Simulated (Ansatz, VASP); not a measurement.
**Cs in VASP and in Ansatz**

The input INCAR:

```
PREC     = Accurate       # precision mode
ENCUT    = 520            # plane-wave cutoff, eV
EDIFF    = 1E-6           # SCF threshold, eV
ISMEAR   = -1             # smearing method
SIGMA    = 0.05           # smearing width, eV
LREAL    = False          # projectors in reciprocal space
LASPH    = True           # aspherical terms in the spheres
NELM     = 80             # most SCF steps
ALGO     = Normal         # electronic algorithm
ISIF     = 2              # what is computed and relaxed
LWAVE    = False          # write WAVECAR
LCHARG   = False          # write CHGCAR
GGA      = CA             # functional
NBANDS   = 10             # bands
```

File KPOINTS:

```
regular mesh
0
Gamma
  9 9 9
```

The input POSCAR:

```
Cs
1.0
   -2.9607990136      2.9607990136      2.9607990136
    2.9607990136     -2.9607990136      2.9607990136
    2.9607990136      2.9607990136     -2.9607990136
Cs
1
Direct
    0.0000000000      0.0000000000      0.0000000000
```

Input for Ansatz:

```yaml
crystal:
  lattice:
    - [-2.9607990136, 2.9607990136, 2.9607990136]
    - [2.9607990136, -2.9607990136, 2.9607990136]
    - [2.9607990136, 2.9607990136, -2.9607990136]
  atoms:
    - { symbol: Cs, position: [0.0, 0.0, 0.0] }
kpoints:
  mp_grid: { grid: [9, 9, 9] }
  band_path:
    path:
      - [0.0, 0.0, 0.0]
      - [0.5, -0.5, 0.5]
      - [0.0, 0.0, 0.5]
      - [0.0, 0.0, 0.0]
      - [0.25, 0.25, 0.25]
      - [0.5, -0.5, 0.5]
      - [0.25, 0.25, 0.25]
      - [0.0, 0.0, 0.5]
    npoints: 5
scf:
  occupations: { method: fermi_dirac, width: 0.05 }
hamiltonian:
  xc: lda
  pseudopotentials: { kind: all_electron, lapw: { basis_error: 0.001 } }
output:
  forces: true
  stress: true
  eigenvalues: true
```

Change from the starting cell: volume scaled by 0.94.

Alike in both runs: task single point; functional LDA; k mesh 9 × 9 × 9; occupations fermi-dirac, width 0.05 eV; no spin polarisation.

|  | VASP | Ansatz |
| --- | --- | --- |
| version | VASP 6.6.1 | Ansatz 0.2.0 |
| potentials or method | VASP PAW LDA potentials, release 64 (Cs_sv) | all-electron LAPW, scalar-relativistic |
| plane-wave cutoff (eV) | 520 | see its input |

|  | VASP | Ansatz | Ansatz less VASP |
| --- | --- | --- | --- |
| pressure (GPa) | -0.2 | -0.2 | +0.01 |

Ansatz ran all-electron here, so the differences hold the error of VASP's frozen core and of both bases.

The runs have no spin-orbit coupling, so splittings on Cs are missing.
